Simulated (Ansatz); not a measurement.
# Nickel, omega (AlB2-type) under PBEsol: ground state and equation of state, part 2 of 2

Aim: take nickel in the omega (AlB2-type) structure, relax it, solve it on a dense k-mesh, then scale the cell to 7 volumes from 88 to 112 % of the relaxed one and try a fit of the equation of state. Spin polarisation is left out, though the real metal is magnetic, so this state lies above the ground state. The k-meshes are 9×9×13 for the relaxation; 12×12×17 for the dense run; 10×10×15 for the volumes.

Ansatz 0.2.0; DFT, PBEsol, plane waves (420 eV) with PAW, scalar-relativistic. The steps go on from the part before.

## (5) Volume × 0.92

Input file input.yaml:

```yaml
crystal:
  lattice:
    - [3.8230169518, 0.0, 0.0]
    - [-1.9115084759, 3.3108297993, 0.0]
    - [0.0, 0.0, 2.299245091]
  atoms:
    - { symbol: Ni, position: [1.0, 1.0, 0.0] }
    - { symbol: Ni, position: [0.3333333333, 0.6666666667, 0.5] }
    - { symbol: Ni, position: [0.6666666667, 0.3333333333, 0.5] }
hamiltonian:
  xc: pbesol
  pseudopotentials:
    kind: paw
    azcp:
      Ni: "pseudopotentials/Ni.paw.azcp"
basis:
  ecutwfc: 420
  fft_grid_basis: typed
kpoints:
  mp_grid: { grid: [10, 10, 15], shift: [0, 0, 0] }
magnetization:
  spin_polarized: false
scf:
  occupations: { method: fermi_dirac, width: 0.1 }
  lower_state_search: "off"
output:
  stress: true
  write_density: true
  write_potential: true
  elf: true
  volumetric_format: npy
```

The program printed, shortened:

```text
Warning: <dir> the record states the generating functional pbe (its physics header spells it `PBE`), which answers neither for hamiltonian.xc's functional nor for the pbesol family's — results may be inconsistent (PPs are generated against a specific XC)
Warning: RAYON_NUM_THREADS=2 ignored (pool sized by the plan → 2); use --threads N
[...]
Pseudopotentials: kind: paw
Pseudopotential: Ni, paw, valence charge 18, recommended cutoff 420 eV (normal), <dir>
Functional definition: PBEsol
[...]
Crystal: 3 atoms, lattice volume = 29.102 Å³
Basis set: ecut = 420 eV, 571 PW (Γ)
Bands: 33, of which v1, the nominal top of the filled ones, is band 27 counted from 1 (26 counted from 0)
Symmetry: 24 space group operations
Space group: P6/mmm (ITA 191), of the structure as read, at distance tolerance 3.1e-5 Å
k-points: 112 of 1500
[...]
SCF iter   1: F=—  HF=-17414.402500 eV  |F-HF|=—  |Δ(HF+E_count)|=         —  Δρ=2.98e-2  dr2=1.29e-1  ethr=1.77e-3  ⟨swp⟩=4.9  Hψ=12082  notcnv=0  defer=32
[...]
SCF iter   7: F=-17414.378192 eV  HF=-17414.378192 eV  |F-HF|=3.81e-9  |Δ(HF+E_count)|=   1.22e-8  Δρ=4.62e-6  dr2=3.47e-9  ethr=5.37e-11  ⟨swp⟩=6.7  Hψ=24055  notcnv=0
the search or the solves at the SCF's close seem to have found levels that the self-consistency loop had missed (the run counts 1). By its estimate they hold under 1e-12 electrons; where the run keeps them, the occupations were computed again with them
[...]
SCF converged after 7 iterations
Free energy (F): -17414.378192 eV
[...]
E sigma→0 (E₀):  -17414.262831 eV
Entropy (-TS):   -0.230721 eV (-76.907 meV/atom)
Fermi energy:    20.635007 eV
[...]
--- Stress (GPa, compression-positive) ---
       23.021771      -0.000000       0.000000
       -0.000000      23.021771       0.000000
        0.000000       0.000000      21.953118
  P = ⅓ Tr σ = 22.6656 GPa (226.656 kbar)
--- Band table (eV; the first three rows and the last of 112) ---
[...]
```

It took 6.2 s on 2 threads of Intel Xeon Platinum 8375C at 2.90GHz (Ice Lake), shared host; peak memory 0.42 GiB.

## (6) Volume × 0.96

Edit input.yaml of step 5 so:

```diff
@@ -2,5 +2,5 @@
   lattice:
-    - [3.8230169518, 0.0, 0.0]
-    - [-1.9115084759, 3.3108297993, 0.0]
-    - [0.0, 0.0, 2.299245091]
+    - [3.8776388594, 0.0, 0.0]
+    - [-1.9388194297, 3.3581337589, 0.0]
+    - [0.0, 0.0, 2.3320958877]
   atoms:
@@ -27,5 +27 @@
   stress: true
-  write_density: true
-  write_potential: true
-  elf: true
-  volumetric_format: npy
```

The program printed, shortened:

```text
Warning: <dir> the record states the generating functional pbe (its physics header spells it `PBE`), which answers neither for hamiltonian.xc's functional nor for the pbesol family's — results may be inconsistent (PPs are generated against a specific XC)
Warning: RAYON_NUM_THREADS=2 ignored (pool sized by the plan → 2); use --threads N
[...]
Pseudopotentials: kind: paw
Pseudopotential: Ni, paw, valence charge 18, recommended cutoff 420 eV (normal), <dir>
Functional definition: PBEsol
[...]
Crystal: 3 atoms, lattice volume = 30.368 Å³
Basis set: ecut = 420 eV, 595 PW (Γ)
Bands: 33, of which v1, the nominal top of the filled ones, is band 27 counted from 1 (26 counted from 0)
Symmetry: 24 space group operations
Space group: P6/mmm (ITA 191), of the structure as read, at distance tolerance 3.1e-5 Å
k-points: 112 of 1500
[...]
SCF iter   1: F=—  HF=-17414.530270 eV  |F-HF|=—  |Δ(HF+E_count)|=         —  Δρ=2.94e-2  dr2=1.31e-1  ethr=1.77e-3  ⟨swp⟩=4.9  Hψ=11976  notcnv=0  defer=29
[...]
SCF iter   7: F=-17414.505243 eV  HF=-17414.505243 eV  |F-HF|=9.86e-10  |Δ(HF+E_count)|=   2.56e-9  Δρ=3.56e-6  dr2=1.34e-9  ethr=6.47e-11  ⟨swp⟩=3.0  Hψ=13024  notcnv=0
[...]
SCF converged after 7 iterations
Free energy (F): -17414.505243 eV
[...]
E sigma→0 (E₀):  -17414.385048 eV
Entropy (-TS):   -0.240390 eV (-80.130 meV/atom)
Fermi energy:    19.561500 eV
[...]
--- Stress (GPa, compression-positive) ---
       10.201691      -0.000000      -0.000000
        0.000000      10.201691      -0.000000
       -0.000000      -0.000000       9.621630
  P = ⅓ Tr σ = 10.0083 GPa (100.083 kbar)
```

Run time: 3.4 s. Hardware: 2 threads of Intel Xeon Platinum 8375C at 2.90GHz (Ice Lake), shared host; peak memory 0.43 GiB.

## (7) Volume × 1.0

Edit input.yaml of step 6 so:

```diff
@@ -2,5 +2,5 @@
   lattice:
-    - [3.8776388594, 0.0, 0.0]
-    - [-1.9388194297, 3.3581337589, 0.0]
-    - [0.0, 0.0, 2.3320958877]
+    - [3.9307638014, 0.0, 0.0]
+    - [-1.9653819007, 3.4041413083, 0.0]
+    - [0.0, 0.0, 2.364046377]
   atoms:
@@ -27 +27,5 @@
   stress: true
+  write_density: true
+  write_potential: true
+  elf: true
+  volumetric_format: npy
```

The program printed, shortened:

```text
Warning: <dir> the record states the generating functional pbe (its physics header spells it `PBE`), which answers neither for hamiltonian.xc's functional nor for the pbesol family's — results may be inconsistent (PPs are generated against a specific XC)
Warning: RAYON_NUM_THREADS=2 ignored (pool sized by the plan → 2); use --threads N
[...]
Pseudopotentials: kind: paw
Pseudopotential: Ni, paw, valence charge 18, recommended cutoff 420 eV (normal), <dir>
Functional definition: PBEsol
[...]
Crystal: 3 atoms, lattice volume = 31.633 Å³
Basis set: ecut = 420 eV, 619 PW (Γ)
Bands: 33, of which v1, the nominal top of the filled ones, is band 27 counted from 1 (26 counted from 0)
Symmetry: 24 space group operations
Space group: P6/mmm (ITA 191), of the structure as read, at distance tolerance 3.2e-5 Å
k-points: 112 of 1500
[...]
SCF iter   1: F=—  HF=-17414.568811 eV  |F-HF|=—  |Δ(HF+E_count)|=         —  Δρ=2.91e-2  dr2=1.35e-1  ethr=1.77e-3  ⟨swp⟩=4.9  Hψ=11980  notcnv=0  defer=31
[...]
SCF iter   7: F=-17414.543175 eV  HF=-17414.543175 eV  |F-HF|=1.02e-9  |Δ(HF+E_count)|=   7.62e-9  Δρ=4.01e-6  dr2=1.23e-9  ethr=1.85e-10  ⟨swp⟩=7.6  Hψ=23189  notcnv=0
[...]
SCF converged after 7 iterations
Free energy (F): -17414.543175 eV
[...]
E sigma→0 (E₀):  -17414.418254 eV
Entropy (-TS):   -0.249841 eV (-83.280 meV/atom)
Fermi energy:    18.574803 eV
[...]
--- Stress (GPa, compression-positive) ---
        0.054622       0.000000       0.000000
       -0.000000       0.054622       0.000000
        0.000000       0.000000      -0.131961
  P = ⅓ Tr σ = -0.0076 GPa (-0.076 kbar)
--- Band table (eV; the first three rows and the last of 112) ---
[...]
```

It took 4.2 s on 2 threads of Intel Xeon Platinum 8375C at 2.90GHz (Ice Lake), shared host; peak memory 0.43 GiB.

## (8) Volume × 1.04

Edit input.yaml of step 7 so:

```diff
@@ -2,5 +2,5 @@
   lattice:
-    - [3.9307638014, 0.0, 0.0]
-    - [-1.9653819007, 3.4041413083, 0.0]
-    - [0.0, 0.0, 2.364046377]
+    - [3.9824903096, 0.0, 0.0]
+    - [-1.9912451548, 3.4489377785, 0.0]
+    - [0.0, 0.0, 2.3951558179]
   atoms:
```

The program printed, shortened:

```text
Warning: <dir> the record states the generating functional pbe (its physics header spells it `PBE`), which answers neither for hamiltonian.xc's functional nor for the pbesol family's — results may be inconsistent (PPs are generated against a specific XC)
Warning: RAYON_NUM_THREADS=2 ignored (pool sized by the plan → 2); use --threads N
[...]
Pseudopotentials: kind: paw
Pseudopotential: Ni, paw, valence charge 18, recommended cutoff 420 eV (normal), <dir>
Functional definition: PBEsol
[...]
Crystal: 3 atoms, lattice volume = 32.898 Å³
Basis set: ecut = 420 eV, 645 PW (Γ)
Bands: 33, of which v1, the nominal top of the filled ones, is band 27 counted from 1 (26 counted from 0)
Symmetry: 24 space group operations
Space group: P6/mmm (ITA 191), of the structure as read, at distance tolerance 3.2e-5 Å
k-points: 112 of 1500
[...]
SCF iter   1: F=—  HF=-17414.536861 eV  |F-HF|=—  |Δ(HF+E_count)|=         —  Δρ=2.88e-2  dr2=1.40e-1  ethr=1.77e-3  ⟨swp⟩=4.8  Hψ=11975  notcnv=0  defer=25
[...]
SCF iter   7: F=-17414.510577 eV  HF=-17414.510577 eV  |F-HF|=1.57e-9  |Δ(HF+E_count)|=   7.60e-9  Δρ=4.43e-6  dr2=1.59e-9  ethr=1.69e-10  ⟨swp⟩=6.5  Hψ=24540  notcnv=0
[...]
SCF converged after 7 iterations
Free energy (F): -17414.510577 eV
[...]
E sigma→0 (E₀):  -17414.381041 eV
Entropy (-TS):   -0.259072 eV (-86.357 meV/atom)
Fermi energy:    17.664961 eV
[...]
--- Stress (GPa, compression-positive) ---
       -7.974373      -0.000000      -0.000000
       -0.000000      -7.974373      -0.000000
       -0.000000      -0.000000      -7.844456
  P = ⅓ Tr σ = -7.9311 GPa (-79.311 kbar)
--- Band table (eV; the first three rows and the last of 112) ---
[...]
```

It took 4.6 s on 2 threads of Intel Xeon Platinum 8375C at 2.90GHz (Ice Lake), shared host; peak memory 0.44 GiB.

## (9) Volume × 1.08

Edit input.yaml of step 8 so:

```diff
@@ -2,5 +2,5 @@
   lattice:
-    - [3.9824903096, 0.0, 0.0]
-    - [-1.9912451548, 3.4489377785, 0.0]
-    - [0.0, 0.0, 2.3951558179]
+    - [4.0329069315, 0.0, 0.0]
+    - [-2.0164534658, 3.4925998538, 0.0]
+    - [0.0, 0.0, 2.4254774649]
   atoms:
```

The program printed, shortened:

```text
Warning: <dir> the record states the generating functional pbe (its physics header spells it `PBE`), which answers neither for hamiltonian.xc's functional nor for the pbesol family's — results may be inconsistent (PPs are generated against a specific XC)
Warning: RAYON_NUM_THREADS=2 ignored (pool sized by the plan → 2); use --threads N
[...]
Pseudopotentials: kind: paw
Pseudopotential: Ni, paw, valence charge 18, recommended cutoff 420 eV (normal), <dir>
Functional definition: PBEsol
[...]
Crystal: 3 atoms, lattice volume = 34.164 Å³
Basis set: ecut = 420 eV, 657 PW (Γ)
Bands: 33, of which v1, the nominal top of the filled ones, is band 27 counted from 1 (26 counted from 0)
Symmetry: 24 space group operations
Space group: P6/mmm (ITA 191), of the structure as read, at distance tolerance 3.2e-5 Å
k-points: 112 of 1500
[...]
SCF iter   1: F=—  HF=-17414.449392 eV  |F-HF|=—  |Δ(HF+E_count)|=         —  Δρ=2.88e-2  dr2=1.49e-1  ethr=1.77e-3  ⟨swp⟩=4.8  Hψ=12003  notcnv=0  defer=26
[...]
SCF iter   7: F=-17414.422238 eV  HF=-17414.422238 eV  |F-HF|=2.08e-9  |Δ(HF+E_count)|=   1.82e-8  Δρ=5.30e-6  dr2=2.32e-9  ethr=1.85e-10  ⟨swp⟩=10.4  Hψ=26841  notcnv=0
[...]
SCF converged after 7 iterations
Free energy (F): -17414.422238 eV
[...]
E sigma→0 (E₀):  -17414.288189 eV
Entropy (-TS):   -0.268098 eV (-89.366 meV/atom)
Fermi energy:    16.823403 eV
[...]
--- Stress (GPa, compression-positive) ---
      -14.318048      -0.000000       0.000000
       -0.000000     -14.318048       0.000000
        0.000000       0.000000     -13.933855
  P = ⅓ Tr σ = -14.1900 GPa (-141.900 kbar)
--- Band table (eV; the first three rows and the last of 112) ---
[...]
```

Wall time 5.7 s (2 threads of Intel Xeon Platinum 8375C at 2.90GHz (Ice Lake), shared host); peak memory 0.43 GiB.

## (10) Volume × 1.12

Edit input.yaml of step 9 so:

```diff
@@ -2,5 +2,5 @@
   lattice:
-    - [4.0329069315, 0.0, 0.0]
-    - [-2.0164534658, 3.4925998538, 0.0]
-    - [0.0, 0.0, 2.4254774649]
+    - [4.0820935709, 0.0, 0.0]
+    - [-2.0410467855, 3.5351967331, 0.0]
+    - [0.0, 0.0, 2.4550593738]
   atoms:
@@ -27,5 +27 @@
   stress: true
-  write_density: true
-  write_potential: true
-  elf: true
-  volumetric_format: npy
```

The program printed, shortened:

```text
Warning: <dir> the record states the generating functional pbe (its physics header spells it `PBE`), which answers neither for hamiltonian.xc's functional nor for the pbesol family's — results may be inconsistent (PPs are generated against a specific XC)
Warning: RAYON_NUM_THREADS=2 ignored (pool sized by the plan → 2); use --threads N
[...]
Pseudopotentials: kind: paw
Pseudopotential: Ni, paw, valence charge 18, recommended cutoff 420 eV (normal), <dir>
Functional definition: PBEsol
[...]
Crystal: 3 atoms, lattice volume = 35.429 Å³
Basis set: ecut = 420 eV, 681 PW (Γ)
Bands: 33, of which v1, the nominal top of the filled ones, is band 27 counted from 1 (26 counted from 0)
Symmetry: 24 space group operations
Space group: P6/mmm (ITA 191), of the structure as read, at distance tolerance 3.3e-5 Å
k-points: 112 of 1500
[...]
SCF iter   1: F=—  HF=-17414.318053 eV  |F-HF|=—  |Δ(HF+E_count)|=         —  Δρ=2.89e-2  dr2=1.58e-1  ethr=1.77e-3  ⟨swp⟩=4.8  Hψ=11994  notcnv=0  defer=25
[...]
SCF iter   7: F=-17414.289922 eV  HF=-17414.289922 eV  |F-HF|=4.71e-9  |Δ(HF+E_count)|=   3.36e-8  Δρ=6.53e-6  dr2=4.86e-9  ethr=1.85e-10  ⟨swp⟩=4.5  Hψ=13915  notcnv=0
[...]
SCF converged after 7 iterations
Free energy (F): -17414.289922 eV
[...]
E sigma→0 (E₀):  -17414.151453 eV
Entropy (-TS):   -0.276939 eV (-92.313 meV/atom)
Fermi energy:    16.042865 eV
[...]
--- Stress (GPa, compression-positive) ---
      -19.310998      -0.000000      -0.000000
       -0.000000     -19.310998      -0.000000
       -0.000000      -0.000000     -18.723736
  P = ⅓ Tr σ = -19.1152 GPa (-191.152 kbar)
```

Run time: 3.6 s. Hardware: 2 threads of Intel Xeon Platinum 8375C at 2.90GHz (Ice Lake), shared host; peak memory 0.44 GiB.

## (11) The equation of state

All volumes keep the relaxed shape and fractional coordinates.

| V (Å³/atom) | E − E₀ (meV/atom) | P from the stress (GPa) | P from the fit (GPa) |
| --- | --- | --- | --- |
| 9.279 | 130.1 | 38.68 | 38.08 |
| 9.701 | 51.8 | 22.67 | 22.04 |
| 10.123 | 11.1 | 10.01 | 9.39 |
| 10.544 | 0.0 | -0.01 | -0.60 |
| 10.966 | 12.4 | -7.93 | -8.50 |
| 11.388 | 43.4 | -14.19 | -14.76 |
| 11.810 | 89.0 | -19.12 | -19.69 |

A third-order Birch-Murnaghan fit gives V₀ = 10.516 Å³/atom, B₀ = 225 GPa and B₀′ = 4.8; it misses no point by more than 0.02 meV/atom.

The fit is made to E(σ → 0), while the stress belongs to the free energy F; that is one source of the offset between the two pressures.

## (12) Outcome

What follows sums up all 2 parts.

| quantity | value |
| --- | --- |
| space group (spins left aside) | P6/mmm (No. 191) |
| conventional cell | a = 3.931 Å, c = 2.364 Å (c/a = 0.601) |
| volume | 10.544 Å³/atom |
| shortest distance | 2.269 Å |
| gap on the mesh | none (levels filled in part) |
| relative to fcc, ferromagnetic | +167 meV/atom |
| V₀, B₀, B₀′ | 10.516 Å³/atom, 225 GPa, 4.8 |

What this shows: The relaxation shrank the cell by 3.6 % in volume. Against the reference form of nickel (fcc, ferromagnetic, computed apart with the same settings) it stands 167 meV/atom higher; part of this is magnetic energy, as this run has no moments. Levels at the Fermi energy are filled in part, as in a metal. B₀ comes out at 225 GPa; letting shape and positions relax at each volume could only lower it. The symmetry was held, so the structure may be unstable against distortions that break it.
